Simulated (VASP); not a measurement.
# Cu (P6_3/mmc) in VASP: a series of runs

Runs on Cu. Level: PBE. Tasks: single point.

Everything below comes from runs of VASP 6.6.1. Logs are shortened: lines on timing, memory, paths and dates and some standing lists are left out, and cuts for length are marked.

### 1 The crystal as given

Symmetry: P6_3/mmc, No. 194, hexagonal system. Conventional cell: a = 2.534 Å, b = 2.534 Å, c = 4.113 Å, α = 90.00°, β = 90.00°, γ = 120.00°. Cu (site symmetry -6m2) is surrounded by 12 Cu at 2.52 to 2.53 Å.

This isn't the form of Cu at room conditions, which is fcc.

### 2 Single point, PBE

Contents of INCAR:

```
SYSTEM = Cu
PREC = Accurate ; ENCUT = 500
EDIFF = 1E-6 ; ISMEAR = -1
SIGMA = 0.15 ; LREAL = .FALSE.
LASPH = .TRUE. ; NELM = 100
ALGO = Normal ; ISIF = 2
LWAVE = .FALSE. ; LCHARG = .FALSE.
GGA = PE ; NBANDS = 18
ADDGRID = .FALSE.
```

Contents of KPOINTS:

```
Automatic mesh
0
G
  9 9 5
  0 0 0
```

Contents of POSCAR:

```
Cu
1.0
    2.5340966698      0.0000000000      0.0000000000
   -1.2670483349      2.1945920917      0.0000000000
    0.0000000000      0.0000000000      4.1125710000
Cu
2
Direct
    0.6666666667      0.3333333333      0.7500000000
    0.3333333333      0.6666666667      0.2500000000
```

Potentials or basis: VASP PAW PBE potentials, release 64 (Cu).

Launch:

```
$ cat potpaw_PBE.64/Cu/POTCAR > POTCAR
$ mpirun -np 1 vasp_std > vasp.out
```

OUTCAR:

```text
SYSTEM = Cu
   PREC = Accurate
   ENCUT = 500
   EDIFF = 1E-6
   ISMEAR = -1
   LREAL = .FALSE.
   LASPH = .TRUE.
   NELM = 100
   ISIF = 2
   GGA = PE

 Found     36 irreducible k-points:

 Following reciprocal coordinates:
            Coordinates               Weight
  0.000000  0.000000  0.000000      1.000000
  0.111111 -0.000000  0.000000      6.000000
  0.222222 -0.000000  0.000000      6.000000
  0.333333 -0.000000  0.000000      6.000000
  0.444444 -0.000000  0.000000      6.000000
  0.111111  0.111111  0.000000      6.000000
   k-points           NKPTS =     36   k-points in BZ     NKDIM =     36   number of bands    NBANDS=     18
   number of dos      NEDOS =    301   number of ions     NIONS =      2
   total plane-waves  NPLWV =   9720
   dimension x,y,z NGX =    18 NGY =   18 NGZ =   30
   dimension x,y,z NGXF=    36 NGYF=   36 NGZF=   60
   ions per type =               2
   NGX,Y,Z   is equivalent  to a cutoff of  11.81, 11.81, 12.13 a.u.
   NGXF,Y,Z  is equivalent  to a cutoff of  23.62, 23.62, 24.25 a.u.
 SYSTEM =  Cu
   PREC   = accura    normal or accurate (medium, high low for compatibility)
   ISTART =      0    job   : 0-new  1-cont  2-samecut
   ICHARG =      2    charge: 1-file 2-atom 10-const
   ISPIN  =      1    spin polarized calculation?
   LNONCOLLINEAR =      F non collinear calculations
   LSORBIT =      F    spin-orbit coupling
   LASPH  =      T    aspherical Exc in radial PAW
   ENCUT  =  500.0 eV  36.75 Ry    6.06 a.u.   4.62  4.62  7.50*2*pi/ulx,y,z
   NELM   =    100;   NELMIN=  2; NELMDL= -5     # of ELM steps
   EDIFF  = 0.1E-05   stopping-criterion for ELM
   LREAL  =      F    real-space projection
   EDIFFG = 0.1E-04   stopping-criterion for IOM
   NSW    =      0    number of steps for IOM
   IBRION =     -1    ionic relax: 0-MD 1-quasi-New 2-CG
   NFREE  =      0    steps in history (QN), initial steepest desc. (CG)
   ISIF   =      2    stress and relaxation
   ISYM   =      2    0-nonsym 1-usesym 2-fastsym
   POTIM  = 0.5000    time-step for ionic-motion
   TEBEG  =    0.0;   TEEND  =   0.0 temperature during run
   PSTRESS=    0.0 pullay stress
   NELECT =      22.0000    total number of electrons
   NUPDOWN=      -1.0000    fix difference up-down
   EMIN   =  10.00;   EMAX   =-10.00  energy-range for DOS
   EFERMI =   0.00;   METHOD = LEGACY
   ISMEAR =    -1;   SIGMA  =   0.15  broadening in eV -4-tet -1-fermi 0-gaus
   EFERMI_NEDOS =   21; number of points for ismear=-14 and -15
   IALGO  =     38    algorithm
   IMIX   =      4    mixing-type and parameters
     AMIX     =   0.40;   BMIX     =  1.00
     AMIX_MAG =   1.60;   BMIX_MAG =  1.00
  volume/ion in A,a.u.               =      11.44        77.17
  Fermi-wavevector in a.u.,A,eV,Ry     =   1.616041  3.053874 35.532800  2.611587
  Thomas-Fermi vector in A             =   2.710691
   LORBIT       =      0    0 simple, 1 ext, 2 COOP (PROOUT), +10 PAW based schemes
   GGA     = PE    functional components
   LHFCALC =     F    Hartree Fock is set to
   AEXX    =    0.0000 exact exchange contribution
   IVDW    =     0    specifies the selected vdW correction
   LEPSILON=     F    determine dielectric tensor
   LRPA    =     F    only Hartree local field effects (RPA)
 non-spin polarized calculation
  energy-cutoff  :      500.00
  volume of cell :       22.87
 maximum number of plane-waves:       592
   NGX =  9   NGY =  9   NGZ = 15

 number of electron      21.9999969 magnetization

 Free energy of the ion-electron system (eV)
  ---------------------------------------------------
  ext. energy  EPLUGINS =         0.00000000
  ---------------------------------------------------
  free energy    TOTEN  =        -7.46125959 eV

  energy without entropy =       -7.43572512  energy(sigma->0) =       -7.44849236

 E-fermi :   8.0795     XC(G=0): -12.9132

 val. band max:        8.0352075842   @ k =   0.1111   0.1111   0.2000
 cond. band min:       8.2728426865   @ k =   0.1111  -0.0000   0.0000
 fundamental gap:      0.2376351024
 Fermi energy:         8.0794714230

 k-point     1 :       0.0000    0.0000    0.0000
  band No.  band energies     occupation
      1      -1.6077      2.00000
      2       2.7416      2.00000
      3       4.8859      2.00000
      4       4.9209      2.00000
      5       4.9209      2.00000
      6       5.1444      2.00000
      7       5.1444      2.00000
      8       5.4253      2.00000
      9       5.4253      2.00000
     10       6.2249      1.99999
     11       6.2249      1.99999
     12       6.9567      1.99888
     13      12.0005      0.00000
     14      29.5169      0.00000
     15      30.0920      0.00000
     16      30.0920      0.00000
     17      31.7558      0.00000
     18      31.7560      0.00000

 k-point     2 :       0.1111   -0.0000    0.0000
  band No.  band energies     occupation
      1      -1.2030      2.00000
      2       2.9668      2.00000
      3       4.6771      2.00000
      4       5.0453      2.00000
      5       5.0693      2.00000
      6       5.1268      2.00000
      7       5.1508      2.00000
      8       5.2751      2.00000
      9       5.3382      2.00000
     10       5.5030      2.00000
     11       6.2589      1.99999
     12       8.2728      0.43200
     13      12.1104      0.00000
     14      25.0399      0.00000
     15      27.4102      0.00000
     16      28.7611      0.00000
     17      32.3552      0.00000
     18      33.1919      0.00000

 k-point     3 :       0.2222   -0.0000    0.0000
  band No.  band energies     occupation
      1      -0.0446      2.00000
      2       3.4267      2.00000
      3       4.3444      2.00000
      4       4.4296      2.00000
      5       4.9073      2.00000
      6       5.1456      2.00000
      7       5.2769      2.00000
      8       5.4515      2.00000
      9       5.4645      2.00000
     10       5.6194      2.00000
     11       6.3179      1.99998
     12      10.2809      0.00000
     13      12.5144      0.00000
     14      19.7502      0.00000
     15      24.6205      0.00000
     16      27.2349      0.00000
     17      27.6096      0.00000
     18      29.8177      0.00000

 k-point     4 :       0.3333   -0.0000    0.0000
  band No.  band energies     occupation
      1       1.5983      2.00000
      2       3.5015      2.00000
      3       3.7947      2.00000
      4       4.4369      2.00000
      5       4.9546      2.00000
      6       4.9800      2.00000
      7       5.0922      2.00000
      8       5.9465      2.00000
      9       6.0446      2.00000
     10       6.0655      2.00000
     11       6.3587      1.99998
     12      12.6698      0.00000
     13      13.0766      0.00000
     14      15.4601      0.00000
     15      22.5280      0.00000
     16      23.2509      0.00000
     17      23.8316      0.00000
     18      27.8132      0.00000

 k-point     5 :       0.4444   -0.0000    0.0000
  band No.  band energies     occupation
      1       2.8314      2.00000
      2       3.3102      2.00000
      3       3.5316      2.00000
      4       4.7407      2.00000
      5       4.8399      2.00000
      6       4.9752      2.00000
      7       5.1695      2.00000
      8       6.2647      1.99999
      9       6.3653      1.99998
     10       6.3763      1.99998
     11       7.3264      1.98689
     12      10.5701      0.00000
     13      15.2296      0.00000
     14      15.8270      0.00000
     15      19.7153      0.00000
     16      20.1608      0.00000
     17      21.3776      0.00000
     18      27.3530      0.00000

 k-point     6 :       0.1111    0.1111    0.0000
  band No.  band energies     occupation
      1      -0.4187      2.00000
      2       3.3318      2.00000
      3       4.4442      2.00000
      4       4.5663      2.00000
      5       4.9684      2.00000
      6       5.1065      2.00000
      7       5.2465      2.00000
      8       5.3689      2.00000
      9       5.4100      2.00000
     10       5.5706      2.00000
     11       6.2879      1.99999
     12       9.7076      0.00004
     13      12.3755      0.00000
     14      22.4214      0.00000
     15      22.6098      0.00000
     16      30.0828      0.00000
     17      30.3373      0.00000
     18      30.8490      0.00000

 [... further k-points ...]

------------------------ aborting loop because EDIFF is reached ----------------------------------------

  FORCE on cell =-STRESS in cart. coord.  units (eV):
  Direction    XX          YY          ZZ          XY          YZ          ZX
  --------------------------------------------------------------------------------------
  -------------------------------------------------------------------------------------
  Total        0.9195889      0.9195889      1.4503631      0.0000000     -0.0000000      0.0000000
  in kB       64.4189862     64.4189862    101.6007547      0.0000000     -0.0000000      0.0000000
  external PRESSURE =      76.8129090 kB  Pullay stress =       0.0000000 kB

 VOLUME and BASIS-vectors are now :
 -----------------------------------------------------------------------------
  energy-cutoff  :      500.00
  volume of cell :       22.87
      direct lattice vectors                 reciprocal lattice vectors
     2.534096670  0.000000000  0.000000000     0.394617937  0.227832772  0.000000000
    -1.267048335  2.194592092  0.000000000     0.000000000  0.455665544  0.000000000
     0.000000000  0.000000000  4.112571000     0.000000000  0.000000000  0.243156896

 POSITION                                       TOTAL-FORCE (eV/Angst)
 -----------------------------------------------------------------------------------
      1.26705      0.73153      3.08443        -0.000000      0.000000      0.000000
     -0.00000      1.46306      1.02814         0.000000      0.000000      0.000000
 -----------------------------------------------------------------------------------
    total drift:                               -0.000000      0.000000     -0.000000

  FREE ENERGIE OF THE ION-ELECTRON SYSTEM (eV)
  ---------------------------------------------------
  free  energy   TOTEN  =        -7.4612595891 eV

  energy  without entropy=       -7.4357251226  energy(sigma->0) =       -7.44849236
```

Run time: 19 s. Hardware: 1 thread of AMD EPYC 7R13 (Zen 3), shared host; peak memory 0.1 GiB.

These settings aren't checked as converged: the numbers below hold their error.

Results:

```yaml
Free_energy: -7.4613 eV
Pressure: 7.7 GPa
Band_gap_on_the_k_mesh: none (metal or under the smearing width)
```

### 3 Single point, PBE

Changes to INCAR since step 2:

```diff
@@ -1,3 +1,3 @@
 SYSTEM = Cu
-PREC = Accurate ; ENCUT = 500
+PREC = Accurate ; ENCUT = 300
 EDIFF = 1E-6 ; ISMEAR = -1
```

Contents of KPOINTS:

```
Automatic mesh
0
G
  12 12 7
  0 0 0
```

POSCAR is that of step 2.

Potentials or basis: VASP PAW PBE potentials, release 64 (Cu).

Launch:

```
$ cat potpaw_PBE.64/Cu/POTCAR > POTCAR
$ mpirun -np 1 vasp_std > vasp.out
```

OUTCAR:

```text
SYSTEM = Cu
   PREC = Accurate
   ENCUT = 300
   EDIFF = 1E-6
   ISMEAR = -1
   LREAL = .FALSE.
   LASPH = .TRUE.
   NELM = 100
   ISIF = 2
   GGA = PE

 Found     76 irreducible k-points:

 Following reciprocal coordinates:
            Coordinates               Weight
  0.000000  0.000000  0.000000      1.000000
  0.083333  0.000000  0.000000      6.000000
  0.166667  0.000000  0.000000      6.000000
  0.250000 -0.000000  0.000000      6.000000
  0.333333 -0.000000  0.000000      6.000000
  0.416667 -0.000000  0.000000      6.000000
   k-points           NKPTS =     76   k-points in BZ     NKDIM =     76   number of bands    NBANDS=     18
   number of dos      NEDOS =    301   number of ions     NIONS =      2
   total plane-waves  NPLWV =   4704
   dimension x,y,z NGX =    14 NGY =   14 NGZ =   24
   dimension x,y,z NGXF=    28 NGYF=   28 NGZF=   48
   ions per type =               2
   NGX,Y,Z   is equivalent  to a cutoff of   9.18,  9.18,  9.70 a.u.
   NGXF,Y,Z  is equivalent  to a cutoff of  18.37, 18.37, 19.40 a.u.
 SYSTEM =  Cu
   PREC   = accura    normal or accurate (medium, high low for compatibility)
   ISTART =      0    job   : 0-new  1-cont  2-samecut
   ICHARG =      2    charge: 1-file 2-atom 10-const
   ISPIN  =      1    spin polarized calculation?
   LNONCOLLINEAR =      F non collinear calculations
   LSORBIT =      F    spin-orbit coupling
   LASPH  =      T    aspherical Exc in radial PAW
   ENCUT  =  300.0 eV  22.05 Ry    4.70 a.u.   3.58  3.58  5.81*2*pi/ulx,y,z
   NELM   =    100;   NELMIN=  2; NELMDL= -5     # of ELM steps
   EDIFF  = 0.1E-05   stopping-criterion for ELM
   LREAL  =      F    real-space projection
   EDIFFG = 0.1E-04   stopping-criterion for IOM
   NSW    =      0    number of steps for IOM
   IBRION =     -1    ionic relax: 0-MD 1-quasi-New 2-CG
   NFREE  =      0    steps in history (QN), initial steepest desc. (CG)
   ISIF   =      2    stress and relaxation
   ISYM   =      2    0-nonsym 1-usesym 2-fastsym
   POTIM  = 0.5000    time-step for ionic-motion
   TEBEG  =    0.0;   TEEND  =   0.0 temperature during run
   PSTRESS=    0.0 pullay stress
   NELECT =      22.0000    total number of electrons
   NUPDOWN=      -1.0000    fix difference up-down
   EMIN   =  10.00;   EMAX   =-10.00  energy-range for DOS
   EFERMI =   0.00;   METHOD = LEGACY
   ISMEAR =    -1;   SIGMA  =   0.15  broadening in eV -4-tet -1-fermi 0-gaus
   EFERMI_NEDOS =   21; number of points for ismear=-14 and -15
   IALGO  =     38    algorithm
   IMIX   =      4    mixing-type and parameters
     AMIX     =   0.40;   BMIX     =  1.00
     AMIX_MAG =   1.60;   BMIX_MAG =  1.00
  volume/ion in A,a.u.               =      11.44        77.17
  Fermi-wavevector in a.u.,A,eV,Ry     =   1.616041  3.053874 35.532800  2.611587
  Thomas-Fermi vector in A             =   2.710691
   LORBIT       =      0    0 simple, 1 ext, 2 COOP (PROOUT), +10 PAW based schemes
   GGA     = PE    functional components
   LHFCALC =     F    Hartree Fock is set to
   AEXX    =    0.0000 exact exchange contribution
   IVDW    =     0    specifies the selected vdW correction
   LEPSILON=     F    determine dielectric tensor
   LRPA    =     F    only Hartree local field effects (RPA)
 non-spin polarized calculation
  energy-cutoff  :      300.00
  volume of cell :       22.87
 maximum number of plane-waves:       287
   NGX =  7   NGY =  7   NGZ = 11

 number of electron      21.9999956 magnetization

 Free energy of the ion-electron system (eV)
  ---------------------------------------------------
  ext. energy  EPLUGINS =         0.00000000
  ---------------------------------------------------
  free energy    TOTEN  =        -7.42714720 eV

  energy without entropy =       -7.37170652  energy(sigma->0) =       -7.39942686

 E-fermi :   7.9728     XC(G=0): -12.9136

 val. band max:        7.9713286608   @ k =   0.5000  -0.0000   0.0000
 cond. band min:       8.0287609493   @ k =   0.2500   0.1667   0.4286
 fundamental gap:      0.0574322885
 Fermi energy:         7.9728015356

 k-point     1 :       0.0000    0.0000    0.0000
  band No.  band energies     occupation
      1      -1.6096      2.00000
      2       2.7381      2.00000
      3       4.8783      2.00000
      4       4.9189      2.00000
      5       4.9189      2.00000
      6       5.1432      2.00000
[... 10 lines left out ...]
     17      31.7542      0.00000
     18      31.7543      0.00000

 k-point     2 :       0.0833    0.0000    0.0000
  band No.  band energies     occupation
      1      -1.3810      2.00000
      2       2.8689      2.00000
      3       4.7385      2.00000
      4       5.0036      2.00000
      5       5.0340      2.00000
      6       5.1092      2.00000
[... 10 lines left out ...]
     17      32.7346      0.00000
     18      32.8728      0.00000

 k-point     3 :       0.1667    0.0000    0.0000
  band No.  band energies     occupation
      1      -0.7111      2.00000
      2       3.1987      2.00000
      3       4.5383      2.00000
      4       4.7230      2.00000
      5       4.9738      2.00000
      6       5.2409      2.00000
[... 10 lines left out ...]
     17      30.0143      0.00000
     18      31.8783      0.00000

 k-point     4 :       0.2500   -0.0000    0.0000
  band No.  band energies     occupation
      1       0.3386      2.00000
      2       3.4972      2.00000
      3       4.1728      2.00000
      4       4.3979      2.00000
      5       4.8902      2.00000
      6       5.0863      2.00000
[... 10 lines left out ...]
     17      26.6189      0.00000
     18      28.9974      0.00000

 k-point     5 :       0.3333   -0.0000    0.0000
  band No.  band energies     occupation
      1       1.5963      2.00000
      2       3.4995      2.00000
      3       3.7901      2.00000
      4       4.4340      2.00000
      5       4.9468      2.00000
      6       4.9752      2.00000
[... 10 lines left out ...]
     17      23.8309      0.00000
     18      27.8084      0.00000

 k-point     6 :       0.4167   -0.0000    0.0000
  band No.  band energies     occupation
      1       2.6276      2.00000
      2       3.3557      2.00000
      3       3.5669      2.00000
      4       4.6434      2.00000
      5       4.8512      2.00000
      6       4.9889      2.00000
[... 10 lines left out ...]
     17      21.5603      0.00000
     18      27.4110      0.00000

 [... further k-points ...]

------------------------ aborting loop because EDIFF is reached ----------------------------------------

  FORCE on cell =-STRESS in cart. coord.  units (eV):
  Direction    XX          YY          ZZ          XY          YZ          ZX
  --------------------------------------------------------------------------------------
  -------------------------------------------------------------------------------------
  Total        0.6404168      0.6404168      0.8184551      0.0000000      0.0000000      0.0000000
  in kB       44.8624403     44.8624403     57.3343671      0.0000000      0.0000000      0.0000000
  external PRESSURE =      49.0197492 kB  Pullay stress =       0.0000000 kB

 VOLUME and BASIS-vectors are now :
 -----------------------------------------------------------------------------
  energy-cutoff  :      300.00
  volume of cell :       22.87
      direct lattice vectors                 reciprocal lattice vectors
     2.534096670  0.000000000  0.000000000     0.394617937  0.227832772  0.000000000
    -1.267048335  2.194592092  0.000000000     0.000000000  0.455665544  0.000000000
     0.000000000  0.000000000  4.112571000     0.000000000  0.000000000  0.243156896

 POSITION                                       TOTAL-FORCE (eV/Angst)
 -----------------------------------------------------------------------------------
      1.26705      0.73153      3.08443         0.000000     -0.000000      0.000000
     -0.00000      1.46306      1.02814         0.000000      0.000000      0.000000
 -----------------------------------------------------------------------------------
    total drift:                               -0.000000      0.000000     -0.000000

  FREE ENERGIE OF THE ION-ELECTRON SYSTEM (eV)
  ---------------------------------------------------
  free  energy   TOTEN  =        -7.4271471978 eV

  energy  without entropy=       -7.3717065208  energy(sigma->0) =       -7.39942686
```

It took 19 s on 1 thread of AMD EPYC 7R13 (Zen 3), shared host; peak memory 0.08 GiB.

The run converged, but some of its settings lie outside the range that counts as converged, so its numbers aren't taken as properties of the crystal.

Results:

```
Free energy            : -7.4271 eV
Band gap on the k mesh : none (metal or under the smearing width)
```

Caveat: the cutoff is under 1.25 times the usual one of these potentials, so pressure, stress and relaxed cells hold a basis-set (Pulay) error.

(Part 1 of 2 ends here.)
